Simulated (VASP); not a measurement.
# KBr (P4/mmm) in VASP: further runs, part 2 of 2

VASP 6.6.1.

## 4. Single point, HSE06 (epitaxial_xy strain -2.6%)

POSCAR reads:

```
KBr
1.0
    3.8745274383      0.0000000000      0.0000000000
    0.0000000000      3.8745274383      0.0000000000
    0.0000000000      0.0000000000      4.0043210533
K Br
1 1
Direct
    0.0000000000      0.0000000000      0.0000000000
    0.5000000000      0.5000000000      0.5000000000
```

INCAR.step1 reads:

```
SYSTEM = KBr
PREC = Accurate
ENCUT = 520
EDIFF = 1E-5
ISMEAR = 0
SIGMA = 0.01
LREAL = .FALSE.
LASPH = .TRUE.
NELM = 100
ALGO = Normal
ISIF = 2
LWAVE = .TRUE.
LCHARG = .FALSE.
GGA = PE
NBANDS = 15
```

INCAR.step2 reads:

```
SYSTEM = KBr
PREC = Accurate
ENCUT = 520
EDIFF = 1E-6
ISMEAR = 0
SIGMA = 0.01
LREAL = .FALSE.
LASPH = .TRUE.
NELM = 100
ALGO = Normal
ISIF = 2
LWAVE = .FALSE.
LCHARG = .FALSE.
GGA = PE
LHFCALC = .TRUE.
HFSCREEN = 0.2079
PRECFOCK = Normal
ISTART = 1
NBANDS = 15
```

KPOINTS reads:

```
Automatic mesh
0
G
  4 4 4
  0 0 0
```

Potentials or basis: VASP PAW PBE potentials, release 64 (K_sv, Br).

The run is started by

```bash
$ cat potpaw_PBE.64/K_sv/POTCAR potpaw_PBE.64/Br/POTCAR > POTCAR
$ cp INCAR.step1 INCAR
$ mpirun -np 1 vasp_std > vasp.out
$ cp INCAR.step2 INCAR
$ mpirun -np 1 vasp_std > vasp.out
```

OUTCAR:

```text
SYSTEM = KBr
   PREC = Accurate
   ENCUT = 520
   EDIFF = 1E-6
   ISMEAR = 0
   LREAL = .FALSE.
   LASPH = .TRUE.
   NELM = 100
   ISIF = 2
   GGA = PE
   LHFCALC = .TRUE.
   HFSCREEN = 0.2079
   PRECFOCK = Normal
   ISTART = 1

 ion  position               nearest neighbor table
   1  0.000  0.000  0.000-
   2  0.500  0.500  0.500-

  LATTYP: Found a simple tetragonal cell.
 ALAT       =     3.8745274383
 C/A-ratio  =     1.0334992117

  Lattice vectors:

 A1 = (   3.8745274383,   0.0000000000,   0.0000000000)
 A2 = (   0.0000000000,   3.8745274383,   0.0000000000)
 A3 = (   0.0000000000,   0.0000000000,   4.0043210533)

Analysis of symmetry for initial positions (statically):
=====================================================================
 Subroutine PRICEL returns:
 Original cell was already a primitive cell.

 Routine SETGRP: Setting up the symmetry group for a
 simple tetragonal supercell.

 Subroutine GETGRP returns: Found 16 space group operations
 (whereof 16 operations were pure point group operations)
 out of a pool of 16 trial point group operations.

The static configuration has the point symmetry D_4h.
[... 176 lines left out ...]
      4     -13.9508      2.00000
      5     -13.9508      2.00000
      6      -1.5529      2.00000
      7      -1.3302      2.00000
      8      -1.3302      2.00000
      9       4.2484      0.00000
     10       5.8154      0.00000
     11       5.9664      0.00000
     12      10.3565      0.00000
     13      10.3565      0.00000
     14      10.6104      0.00000
[... 293 lines left out ...]
      2     -14.6283      2.00000
      3     -14.1186      2.00000
      4     -14.1186      2.00000
      5     -14.0651      2.00000
      6      -2.9074      2.00000
      7      -2.9074      2.00000
      8      -2.8188      2.00000
      9       7.6529      0.00000
     10       7.7567      0.00000
     11       7.7567      0.00000
     12      10.1585      0.00000
     13      10.4379      0.00000
     14      10.4379      0.00000
     15      12.1706      0.00000

------------------------ aborting loop because EDIFF is reached ----------------------------------------

  FORCE on cell =-STRESS in cart. coord.  units (eV):
  Direction    XX          YY          ZZ          XY          YZ          ZX
  --------------------------------------------------------------------------------------
  -------------------------------------------------------------------------------------
  Total        0.7268758      0.7268758      0.2093166      0.0000000      0.0000000      0.0000000
  in kB       19.3733369     19.3733369      5.5788919      0.0000000      0.0000000      0.0000000
  external PRESSURE =      14.7751885 kB  Pullay stress =       0.0000000 kB

 VOLUME and BASIS-vectors are now :
 -----------------------------------------------------------------------------
  energy-cutoff  :      520.00
  volume of cell :       60.11
      direct lattice vectors                 reciprocal lattice vectors
     3.874527438  0.000000000  0.000000000     0.258095991  0.000000000  0.000000000
     0.000000000  3.874527438  0.000000000     0.000000000  0.258095991  0.000000000
     0.000000000  0.000000000  4.004321053     0.000000000  0.000000000  0.249730226

 POSITION                                       TOTAL-FORCE (eV/Angst)
 -----------------------------------------------------------------------------------
      0.00000      0.00000      0.00000         0.000000      0.000000      0.000000
      1.93726      1.93726      2.00216         0.000000      0.000000      0.000000
 -----------------------------------------------------------------------------------
    total drift:                               -0.000000      0.000000      0.000000

  FREE ENERGIE OF THE ION-ELECTRON SYSTEM (eV)
  ---------------------------------------------------
  free  energy   TOTEN  =        -7.0001671118 eV

  energy  without entropy=       -7.0001671118  energy(sigma->0) =       -7.00016711
```

OSZICAR.step1:

```text
N       E                     dE             d eps       ncg     rms          rms(c)
DAV:   1     0.976056594462E+02    0.97606E+02   -0.72039E+03   548   0.965E+02
DAV:   2    -0.525395266848E+00   -0.98131E+02   -0.90773E+02   687   0.233E+02
DAV:   3    -0.601649935633E+01   -0.54911E+01   -0.54628E+01   729   0.484E+01
DAV:   4    -0.622072008769E+01   -0.20422E+00   -0.20418E+00   804   0.819E+00
DAV:   5    -0.622247541983E+01   -0.17553E-02   -0.17553E-02   750   0.866E-01    0.301E+00
DAV:   6    -0.605956230765E+01    0.16291E+00   -0.13866E-01   638   0.225E+00    0.227E+00
DAV:   7    -0.603250761283E+01    0.27055E-01   -0.88059E-02   687   0.195E+00    0.103E+00
DAV:   8    -0.603519394763E+01   -0.26863E-02   -0.13279E-02   729   0.848E-01    0.948E-02
DAV:   9    -0.603542020283E+01   -0.22626E-03   -0.38351E-04   738   0.159E-01    0.765E-02
DAV:  10    -0.603554720515E+01   -0.12700E-03   -0.15881E-04   638   0.888E-02    0.120E-02
DAV:  11    -0.603555215869E+01   -0.49535E-05   -0.12042E-05   621   0.254E-02
   1 F= -.60355522E+01 E0= -.60355522E+01  d E =-.496564E-34
```

Wall time 3.9 min (1 thread of Intel Xeon 6975P-C (Granite Rapids), shared host); peak memory 0.29 GiB.

Results:

```
Free energy            : -7.0002 eV
Pressure               : 1.5 GPa
Band gap on the k mesh : 5.28 eV, indirect (least direct gap 5.58 eV)
```

Stress tensor (GPa, compression positive):
```
1.94 0.00 0.00
0.00 1.94 0.00
0.00 0.00 0.56
```

Levels at points of the mesh, in eV from the valence-band top:
```
           k point  band 4  band 5  band 6  band 7  band 8  band 9  band 10  band 11  band 12  band 13
(0.00, 0.00, 0.00)  -12.92  -12.92   -0.53   -0.30   -0.30    5.28     6.84     6.99    11.38    11.38
(0.50, 0.00, 0.00)  -12.89  -12.71   -2.46   -0.50   -0.26    8.00     8.55     9.59    10.08    11.49
(0.50, 0.50, 0.00)  -13.14  -12.88   -1.76   -1.76   -0.17    6.41     7.66     9.27     9.27    12.28
(0.00, 0.00, 0.50)  -12.90  -12.67   -2.43   -0.31   -0.31    8.02     8.50     9.36    10.12    11.72
(0.50, 0.00, 0.50)  -13.10  -12.88   -1.82   -1.71    0.00    6.33     7.94     9.56     9.65    12.19
(0.50, 0.50, 0.50)  -13.09  -13.04   -1.88   -1.88   -1.79    8.68     8.78     8.78    11.19    11.47
```

Caveat: the PAW data sets were made with another functional, which shifts forces and pressure a little. A k mesh can miss the band edges.

## 5. Overview

| level | cell | k mesh | smearing | exchange at q = 0 | grid for exact exchange (PRECFOCK) | screening parameter | gap on the mesh (eV) | pressure (GPa) |
| --- | --- | --- | --- | --- | --- | --- | --- | --- |
| PBE | epitaxial_xy strain -2.6% | 6 × 6 × 6 | fermi-dirac 0.02 eV | - | - | - | 4.10 | 1.8 |
| PBE | shear_xy strain -4.5% | 6 × 6 × 6 | fermi-dirac 0.02 eV | - | - | - | 4.03 | 0.9 |
| HSE06 | epitaxial_xy strain -2.6% | 4 × 4 × 4 | gaussian 0.01 eV | truncated | Normal | 0.2079 1/A | 5.28 | 1.5 |

Alike in all rows: task single point; potentials or basis VASP PAW PBE potentials, release 64 (K_sv, Br); no spin polarisation; cutoff (eV) 520.

Caveats: the PAW data sets were made with another functional, which shifts forces and pressure a little (some runs).

Absolute energies hang on the potentials; compare differences alone.
